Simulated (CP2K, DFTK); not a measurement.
This is a calculation of TiCo for DFTK 0.8.2. The cell comes from a database or a generator and needn't be the stable form of this composition.

The input run.jl:

```julia
using DFTK
using PseudoPotentialData
using Unitful, UnitfulAtomic
using LinearAlgebra, Printf
include("save.jl")
disable_threading()

# lattice vectors are the columns
lattice = austrip(1u"Å") * [    2.98611099            0.0            0.0;
                      0.0     2.98611099            0.0;
                      0.0            0.0     2.98611099]
symbols   = [:Co, :Ti]
positions = [[0.5, 0.5, 0.5],
             [0.0, 0.0, 0.0]]
pseudopotentials = PseudoFamily("dojo.nc.sr.pbe.v0_4_1.standard.upf")
elements = Dict(s => ElementPsp(s, pseudopotentials) for s in unique(symbols))
atoms    = [elements[s] for s in symbols]
magnetic_moments = [2.0, 1.0]

build_model(lattice, positions; symmetries=true) =
    model_DFT(lattice, atoms, positions;
              functionals=PBE(),
              magnetic_moments,
              spin_polarization=:collinear,
              temperature=austrip(0.05u"eV"),
              smearing=Smearing.FermiDirac(),
              symmetries)
Ecut  = 48.0  # hartree
kgrid = [9, 9, 9]
tol   = 1e-6
to_GPa = ustrip(uconvert(u"GPa", 1u"hartree/bohr^3"))

model = build_model(lattice, positions)
basis = PlaneWaveBasis(model; Ecut, kgrid)
display(basis)
scfres = self_consistent_field(basis;
                               tol,
                               ρ=guess_density(basis, magnetic_moments),
                               nbandsalg=AdaptiveBands(model; n_bands_converge=21))
display(scfres.energies)
@printf "Fermi level: %.6f eV\n" ustrip(auconvert(u"eV", something(scfres.εF, NaN)))
forces = compute_forces_cart(scfres)
println("Forces (eV/Å)")
for (s, f) in zip(symbols, forces)
    @printf "%-3s %12.6f %12.6f %12.6f\n" s ustrip.(auconvert.(u"eV/Å", f))...
end
stress = compute_stresses_cart(scfres)
println("Stress (GPa)")
display(round.(stress * to_GPa; digits=4))
@printf "Total moment: %.4f μB\n" sum(spin_density(scfres.ρ)) * scfres.basis.dvol
println("Levels at the first k-point (eV): ", round.(ustrip.(auconvert.(u"eV", scfres.eigenvalues[1][1:scfres.n_bands_converge])); digits=4))
save_scf!(scfres; forces, stress)
```

Potentials or basis: dojo.nc.sr.pbe.v0_4_1.standard.upf (PBE).

Launch:

```sh
$ julia --threads=1 run.jl  # save.jl only writes the numbers to a file and isn't shown; printed stress counts tension as positive; times include loading and compiling
```

Task: What does the same run look like in CP2K 2026.2? Potentials or basis there: POTENTIAL_UZH Co GTH-PBE-q17, Ti GTH-PBE-q12; TZVP-MOLOPT-PBE-GTH basis.

Result: As run (cutoffs and basis follow the program's own potentials, and thresholds, step limits or extra output files can differ):

tico_scf.inp

```
&GLOBAL
  PROJECT tico_scf
  RUN_TYPE ENERGY_FORCE
  PRINT_LEVEL LOW
&END GLOBAL
&FORCE_EVAL
  METHOD QS
  STRESS_TENSOR ANALYTICAL
  &DFT
    BASIS_SET_FILE_NAME BASIS_MOLOPT_UZH
    POTENTIAL_FILE_NAME POTENTIAL_UZH
    UKS T
    MULTIPLICITY 4
    &MGRID
      CUTOFF 850
      REL_CUTOFF 60
      NGRIDS 5
    &END MGRID
    &QS
      METHOD GPW
      EPS_DEFAULT 1.0E-10
    &END QS
    &KPOINTS
      SCHEME MONKHORST-PACK 9 9 9
      GAMMA_CENTERED T
      SYMMETRY T
      SYMMETRY_BACKEND SPGLIB
    &END KPOINTS
    &SCF
      SCF_GUESS ATOMIC
      EPS_SCF 1.0E-6
      MAX_SCF 150
      ADDED_MOS 16 19
      CHOLESKY OFF
      EPS_EIGVAL 1.0E-7
      &DIAGONALIZATION ON
        ALGORITHM STANDARD
      &END DIAGONALIZATION
      &MIXING ON
        METHOD BROYDEN_MIXING
        ALPHA 0.2
        BETA 1.5
        NBUFFER 10
      &END MIXING
      &SMEAR ON
        METHOD FERMI_DIRAC
        ELECTRONIC_TEMPERATURE 580.23
      &END SMEAR
    &END SCF
    &XC
      &XC_FUNCTIONAL
        &GGA_X_PBE
        &END GGA_X_PBE
        &GGA_C_PBE
        &END GGA_C_PBE
      &END XC_FUNCTIONAL
    &END XC
    &PRINT
      &KPOINTS ON
      &END KPOINTS
      &MULLIKEN ON
      &END MULLIKEN
      &MO ON
        ENERGIES T
        OCCUPATION_NUMBERS T
        &EACH
          QS_SCF 0
        &END EACH
        ADD_LAST NUMERIC
      &END MO
      &LOWDIN ON
      &END LOWDIN
      &HIRSHFELD ON
        SHAPE_FUNCTION DENSITY
      &END HIRSHFELD
      &E_DENSITY_CUBE ON
        STRIDE 2
      &END E_DENSITY_CUBE
      &V_HARTREE_CUBE ON
        STRIDE 2
      &END V_HARTREE_CUBE
      &ELF_CUBE ON
        STRIDE 2
      &END ELF_CUBE
    &END PRINT
  &END DFT
  &SUBSYS
    &CELL
      A 2.9861109900 0.0000000000 0.0000000000
      B 0.0000000000 2.9861109900 0.0000000000
      C 0.0000000000 0.0000000000 2.9861109900
      PERIODIC XYZ
    &END CELL
    &COORD
      SCALED
      Co  0.5000000000 0.5000000000 0.5000000000
      Ti  0.0000000000 0.0000000000 0.0000000000
    &END COORD
    &KIND Co
      BASIS_SET TZVP-MOLOPT-PBE-GTH-q17
      POTENTIAL GTH-PBE-q17
      MAGNETIZATION 2.0
    &END KIND
    &KIND Ti
      BASIS_SET TZVP-MOLOPT-PBE-GTH-q12
      POTENTIAL GTH-PBE-q12
      MAGNETIZATION 1.0
    &END KIND
    &PRINT
      &ATOMIC_COORDINATES ON
      &END ATOMIC_COORDINATES
      &CELL ON
      &END CELL
    &END PRINT
  &END SUBSYS
  &PRINT
    &FORCES ON
    &END FORCES
    &STRESS_TENSOR ON
    &END STRESS_TENSOR
  &END PRINT
&END FORCE_EVAL
```

Potentials or basis: POTENTIAL_UZH Co GTH-PBE-q17, Ti GTH-PBE-q12; TZVP-MOLOPT-PBE-GTH basis.

Run with:

```sh
$ OMP_NUM_THREADS=1 cp2k.psmp -i tico_scf.inp -o tico_scf.out
```

Both were run:

|  | DFTK | CP2K |
| --- | --- | --- |
| Pressure | -0.5 GPa | 0.5 GPa |
| Net moment | 0.82 μB per cell | 0.87 μB per cell |
| Absolute moment | 1.08 μB per cell | 1.24 μB per cell |

The magnetic state is the one that the start led to; the real crystal's order can differ.

Pressure is positive in compression.
